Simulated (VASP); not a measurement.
# Ta (Im-3m) in VASP: elastic constants with LDA

Aim: the elastic constants of Ta with LDA.

Everything below comes from runs of VASP 6.6.1. Logs are shortened: lines on timing, memory, paths and dates and some standing lists are left out, and cuts for length are marked.

## (1) The structure

The structure is cubic, space group Im-3m (No. 229). Conventional cell: a = 3.310 Å, b = 3.310 Å, c = 3.310 Å, α = 90.00°, β = 90.00°, γ = 90.00°. Ta (site symmetry m-3m) is surrounded by 8 Ta at 2.87 Å.

## (2) Elastic constants, LDA

Input file POSCAR:

```
Ta
1.0
   -1.6549278100      1.6549278100      1.6549278100
    1.6549278100     -1.6549278100      1.6549278100
    1.6549278100      1.6549278100     -1.6549278100
Ta
1
Direct
    0.0000000000      0.0000000000      0.0000000000
```

Input file INCAR.step1:

```
PREC     = Accurate       # precision mode
ENCUT    = 600            # plane-wave cutoff, eV
EDIFF    = 1E-8           # SCF threshold, eV
ISMEAR   = 0              # smearing method
SIGMA    = 0.1            # smearing width, eV
LREAL    = False          # projectors in reciprocal space
LASPH    = True           # aspherical terms in the spheres
NELM     = 100            # most SCF steps
ALGO     = Normal         # electronic algorithm
ISIF     = 3              # what is computed and relaxed
LWAVE    = False          # write WAVECAR
LCHARG   = False          # write CHGCAR
GGA      = CA             # functional
IBRION   = 2              # ionic algorithm
NSW      = 40             # ionic steps
EDIFFG   = -0.002         # ionic threshold
```

Input file INCAR.step2:

```
PREC     = Accurate       # precision mode
ENCUT    = 600            # plane-wave cutoff, eV
EDIFF    = 1E-8           # SCF threshold, eV
ISMEAR   = 0              # smearing method
SIGMA    = 0.1            # smearing width, eV
LREAL    = False          # projectors in reciprocal space
LASPH    = True           # aspherical terms in the spheres
NELM     = 100            # most SCF steps
ALGO     = Normal         # electronic algorithm
ISIF     = 3              # what is computed and relaxed
LWAVE    = False          # write WAVECAR
LCHARG   = False          # write CHGCAR
GGA      = CA             # functional
IBRION   = 6              # ionic algorithm
NFREE    = 2            
POTIM    = 0.015          # step
NSW      = 1              # ionic steps
```

Input file KPOINTS:

```
regular mesh
0
Gamma
  24 24 24
```

Potentials or basis: VASP PAW LDA potentials, release 64 (Ta_pv).

Started as:

```console
cat potpaw_LDA.64/Ta_pv/POTCAR > POTCAR
cp INCAR.step1 INCAR
mpirun -np 1 vasp_std > vasp.out
cp CONTCAR POSCAR
cp INCAR.step2 INCAR
mpirun -np 1 vasp_std > vasp.out
```

OUTCAR:

```text
PREC = Accurate
   ENCUT = 600
   EDIFF = 1E-8
   ISMEAR = 0
   LREAL = False
   LASPH = True
   NELM = 100
   ISIF = 3
   GGA = CA
   IBRION = 6
   NFREE = 2
   POTIM = 0.015
   NSW = 1

 ion  position               nearest neighbor table
   1  0.000  0.000  0.000-

  LATTYP: Found a body centered cubic cell.
 ALAT       =     3.2574655534

  Lattice vectors:

 A1 = (  -1.6287327767,   1.6287327767,   1.6287327767)
 A2 = (   1.6287327767,  -1.6287327767,   1.6287327767)
 A3 = (   1.6287327767,   1.6287327767,  -1.6287327767)

Analysis of symmetry for initial positions (statically):
=====================================================================
 Subroutine PRICEL returns:
 Original cell was already a primitive cell.

 Routine SETGRP: Setting up the symmetry group for a
 body centered cubic supercell.

 Subroutine GETGRP returns: Found 48 space group operations
 (whereof 48 operations were pure point group operations)
 out of a pool of 48 trial point group operations.

The static configuration has the point symmetry O_h .

Analysis of symmetry for dynamics (positions and initial velocities):
=====================================================================
 Subroutine PRICEL returns:
 Original cell was already a primitive cell.

 Routine SETGRP: Setting up the symmetry group for a
 body centered cubic supercell.

 Subroutine GETGRP returns: Found 48 space group operations
 (whereof 48 operations were pure point group operations)
 out of a pool of 48 trial point group operations.

The dynamic configuration has the point symmetry O_h .

 Subroutine INISYM returns: Found 48 space group operations
 (whereof 48 operations are pure point group operations),
 and found     1 'primitive' translations

----------------------------------------------------------------------------------------

                                     Primitive cell

  volume of cell :      17.2826

  direct lattice vectors                    reciprocal lattice vectors
    -1.628732777  1.628732777  1.628732777     0.000000000  0.306987130  0.306987130
     1.628732777 -1.628732777  1.628732777     0.306987130  0.000000000  0.306987130
     1.628732777  1.628732777 -1.628732777     0.306987130  0.306987130  0.000000000

  length of vectors
     2.821047921  2.821047921  2.821047921     0.434145362  0.434145362  0.434145362

  position of ions in fractional coordinates (direct lattice)
     0.000000000  0.000000000  0.000000000

  ion indices of the primitive-cell ions
   primitive index   ion index
                 1           1

----------------------------------------------------------------------------------------

 KPOINTS: regular mesh

Automatic generation of k-mesh.
 Grid dimensions read from file:
 generate k-points for:   24   24   24

 Generating k-lattice:

  Cartesian coordinates                     Fractional coordinates (reciprocal lattice)
     0.000000000  0.012791130  0.012791130     0.041666667  0.000000000  0.000000000
     0.012791130  0.000000000  0.012791130     0.000000000  0.041666667  0.000000000
     0.012791130  0.012791130  0.000000000     0.000000000  0.000000000  0.041666667

  Length of vectors
     0.018089390  0.018089390  0.018089390

[... 97 lines left out ...]
  ---------------------------------------------------
  ext. energy  EPLUGINS =         0.00000000
  ---------------------------------------------------
  free energy    TOTEN  =       -12.83181340 eV

  energy without entropy =      -12.82622736  energy(sigma->0) =      -12.82902038

------------------------ aborting loop because EDIFF is reached ----------------------------------------

  FORCE on cell =-STRESS in cart. coord.  units (eV):
  Direction    XX          YY          ZZ          XY          YZ          ZX
  --------------------------------------------------------------------------------------
  -------------------------------------------------------------------------------------
  Total       -0.0001263     -0.0001263     -0.0001263     -0.0000000      0.0000000     -0.0000000
  in kB       -0.0117070     -0.0117070     -0.0117070     -0.0000000      0.0000000     -0.0000000
  external PRESSURE =      -0.0117070 kB  Pullay stress =       0.0000000 kB
[... 86 lines left out ...]
  FREE ENERGIE OF THE ION-ELECTRON SYSTEM (eV)
  ---------------------------------------------------
  free  energy   TOTEN  =       -12.8278823817 eV

  energy  without entropy=      -12.8222631841  energy(sigma->0) =      -12.82507278

[... ionic steps 4 to 12 ...]

--------------------------------------- Ionic step       13  -------------------------------------------

 number of electron      11.0000000 magnetization

------------------------ aborting loop because EDIFF is reached ----------------------------------------
[... 65 lines left out ...]
--------------------------------------- Ionic step       15  -------------------------------------------

 number of electron      11.0000000 magnetization

 Free energy of the ion-electron system (eV)
  ---------------------------------------------------
  ext. energy  EPLUGINS =         0.00000000
  ---------------------------------------------------
  free energy    TOTEN  =       -12.83181359 eV

  energy without entropy =      -12.82622754  energy(sigma->0) =      -12.82902056

 E-fermi :   5.7339     XC(G=0): -13.0070

 val. band max:        5.7295507085   @ k =  -0.4167  -0.4167   0.0417
 cond. band min:       5.7437488545   @ k =   0.0833   0.0833   0.0417
 fundamental gap:      0.0141981460
 Fermi energy:         5.7339332474

 k-point     1 :       0.0000    0.0000    0.0000
  band No.  band energies     occupation
      1     -26.9897      2.00000
      2     -26.9897      2.00000
      3     -26.9897      2.00000
      4      -2.2490      2.00000
      5       6.4144      0.00000
      6       6.4144      0.00000
      7       6.4144      0.00000
      8       9.8224      0.00000
      9       9.8224      0.00000
[... 265 lines left out ...]
 k-point    24 :       0.4583    0.0417    0.0000
  band No.  band energies     occupation
      1     -28.3447      2.00000
      2     -27.4341      2.00000
      3     -27.0100      2.00000
      4       1.2503      2.00000
      5       4.0583      2.00000
      6       7.4988      0.00000
      7       9.7093      0.00000
      8      10.8524      0.00000
      9      13.9139      0.00000

 [... further k-points ...]

------------------------ aborting loop because EDIFF is reached ----------------------------------------

  FORCE on cell =-STRESS in cart. coord.  units (eV):
  Direction    XX          YY          ZZ          XY          YZ          ZX
  --------------------------------------------------------------------------------------
  -------------------------------------------------------------------------------------
  Total       -0.0002570     -0.0002570     -0.0002570      0.0000000     -0.0000000      0.0000000
  in kB       -0.0238239     -0.0238239     -0.0238239      0.0000000     -0.0000000      0.0000000
  external PRESSURE =      -0.0238239 kB  Pullay stress =       0.0000000 kB
[... 16 lines left out ...]
  FREE ENERGIE OF THE ION-ELECTRON SYSTEM (eV)
  ---------------------------------------------------
  free  energy   TOTEN  =       -12.8318135853 eV

  energy  without entropy=      -12.8262275386  energy(sigma->0) =      -12.82902056

 INTERNAL STRAIN TENSORS FROM STRAINED CELLS
 ============================================

 INTERNAL STRAIN TENSOR FOR ION    1 for displacements in x,y,z  (eV/Angst):
          X           Y           Z          XY          YZ          ZX
  --------------------------------------------------------------------------------
  x    -0.00000    -0.00000    -0.00000    -0.00000    -0.00000     0.00000
  y    -0.00000    -0.00000     0.00000    -0.00000    -0.00000     0.00000
  z    -0.00000    -0.00000     0.00000     0.00000     0.00000     0.00000

 INTERNAL STRAIN TENSORS FROM DISPLACED ATOMS
 ============================================

 INTERNAL STRAIN TENSOR FOR ION    1 for displacements in x,y,z  (eV/Angst):
          X           Y           Z          XY          YZ          ZX
  --------------------------------------------------------------------------------
  x     0.00000     0.00000     0.00000     0.00000     0.00000     0.00000
  y     0.00000     0.00000     0.00000     0.00000     0.00000     0.00000
  z     0.00000     0.00000     0.00000     0.00000     0.00000     0.00000

 Eigenvectors and eigenvalues of the dynamical matrix
 ----------------------------------------------------

   1 f  =    0.000000 THz     0.000000 2PiTHz    0.000000 cm-1     0.000000 meV
             X         Y         Z           dx          dy          dz
      0.000000  0.000000  0.000000     0.296434   -0.955053    0.000000

   2 f  =    0.000000 THz     0.000000 2PiTHz    0.000000 cm-1     0.000000 meV
             X         Y         Z           dx          dy          dz
      0.000000  0.000000  0.000000    -0.955053   -0.296434    0.000000

   3 f  =    0.000000 THz     0.000000 2PiTHz    0.000000 cm-1     0.000000 meV
             X         Y         Z           dx          dy          dz
      0.000000  0.000000  0.000000     0.000000    0.000000    1.000000

--------------------------------------------------------------------------------------------------------

 ELASTIC MODULI CONTR FROM IONIC RELAXATION (kBar)
 Direction    XX          YY          ZZ          XY          YZ          ZX
 --------------------------------------------------------------------------------
 XX           0.0000      0.0000      0.0000      0.0000      0.0000      0.0000
 YY           0.0000      0.0000      0.0000      0.0000      0.0000      0.0000
 ZZ           0.0000      0.0000      0.0000      0.0000      0.0000      0.0000
 XY           0.0000      0.0000      0.0000      0.0000      0.0000      0.0000
 YZ           0.0000      0.0000      0.0000      0.0000      0.0000      0.0000
 ZX           0.0000      0.0000      0.0000      0.0000      0.0000      0.0000
 --------------------------------------------------------------------------------

 TOTAL ELASTIC MODULI (kBar)
 Direction    XX          YY          ZZ          XY          YZ          ZX
 --------------------------------------------------------------------------------
 XX        3135.0485   1746.9539   1746.9539      0.0000      0.0000     -0.0000
 YY        1746.9539   3135.0485   1746.9539      0.0000      0.0000     -0.0000
 ZZ        1746.9539   1746.9539   3135.0485      0.0000      0.0000     -0.0000
 XY           0.0000      0.0000      0.0000    795.4935      0.0000     -0.0000
 YZ           0.0000      0.0000      0.0000      0.0000    795.4935     -0.0000
 ZX          -0.0000     -0.0000     -0.0000     -0.0000     -0.0000    795.4935
 --------------------------------------------------------------------------------
```

Run time: 32 min. Hardware: 1 thread of Intel Xeon Platinum 8375C at 2.90GHz (Ice Lake), shared host; peak memory 1.3 GiB.

What came out:

```
Relaxed volume                         : 17.28 Å³/atom
Relaxed cell                           : a = 2.821 Å, b = 2.821 Å, c = 2.821 Å, α = 109.47°, β = 109.47°, γ = 109.47°
Space group after relaxing (to 0.05 Å) : Im-3m (No. 229)
Elastic constants C11, C12, C44        : 314, 175, 80 GPa
Voigt bulk modulus                     : 221 GPa
```

Step by step:
| step | energy change (eV) | largest force (eV/Å) | pressure (GPa) | volume (Å³) |
| --- | --- | --- | --- | --- |
| 1 | 0.0000 | 0.0000 | -9.61 | 18.13 |
| 2 | 0.1386 | 0.0000 | 30.97 | 15.42 |
| 3 | -0.0264 | 0.0000 | -0.51 | 17.32 |
| 4 | -0.0265 | 0.0000 | -0.05 | 17.29 |
| 5 | -0.0265 | 0.0000 | 0.16 | 17.27 |
| 6 | -0.0264 | 0.0000 | -0.31 | 17.31 |
| 7 | -0.0265 | 0.0000 | 0.00 | 17.28 |

Final structure:
```
CELL_PARAMETERS angstrom
-1.62873 1.62873 1.62873
1.62873 -1.62873 1.62873
1.62873 1.62873 -1.62873
ATOMIC_POSITIONS crystal
Ta 0.00000 0.00000 0.00000
```

Elastic tensor in Voigt notation (GPa, in the Cartesian axes of the cell as first typed):
```
314 175 175   0   0   0
175 314 175   0   0   0
175 175 314   0   0   0
  0   0   0  80   0   0
  0   0   0   0  80   0
  0   0   0   0   0  80
```

Clamped-ion elastic tensor (GPa):
```
314 175 175   0   0   0
175 314 175   0   0   0
175 175 314   0   0   0
  0   0   0  80   0   0
  0   0   0   0  80   0
  0   0   0   0   0  80
```

The run has no spin-orbit coupling, so splittings on Ta are missing.
